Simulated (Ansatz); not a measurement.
**AlNi: the order of phases at one pressure**

Which of rocksalt, CsCl, WC, NiAs, zincblende has the lowest enthalpy for AlNi at one common pressure? The runs shown use PAW.

Computed with Ansatz 0.2.0 (DFT, PBE, PAW with Ansatz's default frozen-core files, scalar-relativistic, unless a step's input says otherwise).

## Step 1: Starting point

It takes space group Fm-3m (No. 225, cubic). Conventional cell: a = 4.849 Å, b = 4.849 Å, c = 4.849 Å, α = 90.00°, β = 90.00°, γ = 90.00°. Ni (site symmetry m-3m) has 6 Al at 2.42 Å as nearest neighbours. Al (site symmetry m-3m) has 6 Ni at 2.42 Å as nearest neighbours.

Coordinates:

```xyz
2
Lattice="0.0000 2.4244 2.4244 2.4244 0.0000 2.4244 2.4244 2.4244 0.0000" Properties=species:S:1:pos:R:3 pbc="T T T"
Ni    0.0000    0.0000    0.0000
Al    2.4244    2.4244    2.4244
```

Atoms are numbered in the order of the input: Ni1, Al2.

## Step 2: Cell relaxed at zero pressure, PAW

Input file input.yaml:

```yaml
crystal:
  lattice:
    - [0.0, 2.4244436911, 2.4244436911]
    - [2.4244436911, 0.0, 2.4244436911]
    - [2.4244436911, 2.4244436911, 0.0]
  atoms:
    - { symbol: Ni, position: [0.0, 0.0, 0.0] }
    - { symbol: Al, position: [0.5, 0.5, 0.5] }
kpoints:
  mp_grid: { grid: [14, 14, 14] }
scf:
  occupations: { method: fermi_dirac, width: 0.08 }
hamiltonian:
  xc: pbe
  pseudopotentials: { kind: paw }
output:
  forces: true
  stress: true
  write_density: true
  write_potential: true
  elf: true
  volumetric_format: npy
relax:
  f_tol: 0.005
  max_steps: 40
  cell: {}
```

Launch:

```sh
$ ansatz run input.yaml --threads 1 --pin off --max-ram 3584MiB --backend cpu --events-out ev --progress --plain --runs-dir out
```

After this run come: Volume scaled by 0.78, to set the pressure, PAW; Rocksalt relaxed under pressure, PAW; CsCl relaxed under pressure, PAW; WC relaxed under pressure, PAW; NiAs relaxed under pressure, PAW; Zincblende relaxed under pressure, PAW.

**Question.** What will these runs give? Wanted: pressure; lowest.

As calculated:

| quantity | value |
| --- | --- |
| pressure | 46 GPa |
| lowest (PAW) | CsCl, 281.1 meV/atom under WC |

**Reading.** By PAW the order is CsCl < WC < NiAs < rocksalt < zincblende. Only these structures were tried, with electrons smeared by 0.08 eV and without vibrations, so the true ground state may be another. The k meshes differ between phases and weren't tested, which can move differences by some meV. Spin polarisation is left out here, though a magnetic state may lie well lower.
